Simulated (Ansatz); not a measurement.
Set up this calculation in Ansatz 0.2.0, as the native input.

| Property | Result |
| --- | --- |
| Task | relaxation of cell and atoms |
| Functional | revPBE |
| Dispersion | D3(BJ) |
| Potentials or basis | Ansatz PAW |
| Cutoff | 420 eV (not typed: the program's choice for these potentials) |
| k mesh | 12 × 12 × 12 |
| Occupations | fermi-dirac, width 0.05 eV |
| Spin | no spin polarisation |

Si2W:

```
CELL_PARAMETERS angstrom
-1.60690 1.60690 3.91495
1.60690 -1.60690 3.91495
1.60690 1.60690 -3.91495
ATOMIC_POSITIONS crystal
W 0.00000 0.00000 0.00000
Si 0.66530 0.66530 0.00000
Si 0.33470 0.33470 0.00000
```

The input as run:

input.yaml

```yaml
crystal:
  lattice:
    - [-1.6069, 1.6069, 3.91495]
    - [1.6069, -1.6069, 3.91495]
    - [1.6069, 1.6069, -3.91495]
  atoms:
    - { symbol: W, position: [0.0, 0.0, 0.0] }
    - { symbol: Si, position: [0.6653, 0.6653, 0.0] }
    - { symbol: Si, position: [0.3347, 0.3347, 0.0] }
hamiltonian:
  xc: revpbe
  pseudopotentials: { kind: paw }
  dispersion: d3bj
kpoints:
  mp_grid: { grid: [12, 12, 12] }
scf:
  occupations: { method: fermi_dirac, width: 0.05 }
output:
  forces: true
  stress: true
relax:
  f_tol: 0.01
  max_steps: 40
  cell: { stress_tol: 0.05 }
```

Potentials or basis: Ansatz PAW.

Run with:

```console
$ ansatz run input.yaml --threads 2 --pin off --max-ram 5632MiB --backend cpu --events-out ev --progress --plain --runs-dir out
```

It gave:

* Relaxed volume: 13.00 Å³/atom
* Relaxed cell: a = 4.481 Å, b = 4.481 Å, c = 4.481 Å, α = 138.57°, β = 138.57°, γ = 60.03°
* Space group after relaxing (to 0.05 Å): I4/mmm (No. 139)
* Energy gained by relaxing: 12.7 meV/atom
* Ionic steps: 6
* Pressure after relaxing: 0.0 GPa

Caveat: the plane-wave basis is chosen anew once the cell has moved, so the energies of steps on either side of that aren't comparable; the PAW data sets come from PBE, with cores solved anew for the run's functional, which leaves a small shift of forces and pressure.

Wall time 7.6 s on 2 threads of Intel(R) Xeon(R) 6975P-C (Granite Rapids) (shared host), peak memory 0.48 GiB.
